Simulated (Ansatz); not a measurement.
AgBr, space group Fm-3m, a convergence test of the k-point mesh

Program: Ansatz's Python interface.

The script reads `agbr.xyz`:
```text
2
Lattice="0.0 2.87015 2.87015 2.87015 0.0 2.87015 2.87015 2.87015 0.0" Properties=species:S:1:pos:R:3 pbc="T T T"
Ag    0.00000000    0.00000000    0.00000000
Br    2.87015000    2.87015000    2.87015000
```

The script, `kconv.py`:
```python
'''k-point test for AgBr.'''

from dataclasses import dataclass
import warnings

import ansatz
import pandas as pd


@dataclass(frozen=True)
class Options:
    scf_tol: float = 1e-10
    functional: str = 'PBE'


opts = Options()


def main() -> None:
    warnings.simplefilter('ignore', ansatz.DeckWarning)

    crystal = ansatz.Crystal.from_extxyz('agbr.xyz')

    base = (
        crystal.calculation()
        .scf(tolerance=opts.scf_tol)
        .functional(opts.functional)
        .occupations(ansatz.OccupationsMethod.FIXED)
        .stress()
    )

    rows = []
    for value in [(2, 2, 2), (4, 4, 4), (6, 6, 6), (8, 8, 8)]:
        data = base.kpoints(mesh=value).run(threads=1).report
        rows.append((value, data['free_energy_ev'] / len(data['lattice']['sites']), data['n_iterations'], sum(data['stress_gpa'][i][i] for i in range(3)) / 3, data['n_kpoints']))

    table = pd.DataFrame(rows, columns=['mesh', 'F/atom (eV)', 'iterations', 'P (GPa)', 'k-points'])
    print(table.round(5).to_string(index=False))

    # the last row is the reference
    for row in rows[:-1]:
        shift = 1000 * (row[1] - rows[-1][1])
        print(f'{row[0]}: {shift:+.2f} meV/atom' + ('  (within 1 meV)' if abs(shift) < 1 else ''))


if __name__ == '__main__':
    main()
```

Running `python kconv.py` prints:
```text
     mesh  F/atom (eV)  iterations  P (GPa)  k-points
(2, 2, 2)  -5186.68270           8  9.17501         3
(4, 4, 4)  -5187.16213           7  2.60393         8
(6, 6, 6)  -5187.17381           7  2.34303        16
(8, 8, 8)  -5187.17444           7  2.32407        29
(2, 2, 2): +491.74 meV/atom
(4, 4, 4): +12.31 meV/atom
(6, 6, 6): +0.63 meV/atom  (within 1 meV)
```

From 6×6×6 on it stays within 1 meV an atom of the value at 8×8×8; the first row (2×2×2) is off by 491.7 meV and the last but one by 0.63 meV. That rests on few rows after larger swings, so the series isn't shown to be converged. The pressure moves from 9.18 to 2.32 GPa.

Caveats:
- Of the deposited cell: the entry's cell lengths or inner coordinates differ somewhat from later room-temperature determinations.
- Pressure is positive in compression.
- The structure is a deposited one; some such entries were measured under pressure or heat, so a shift against it needn't be the functional's error alone.
- Shifts are counted from the finest mesh, which is itself no proven limit.
- The whole script took 3 s on 1 thread of Arm Neoverse V2, with other jobs on the host, peak memory 0.4 GiB.
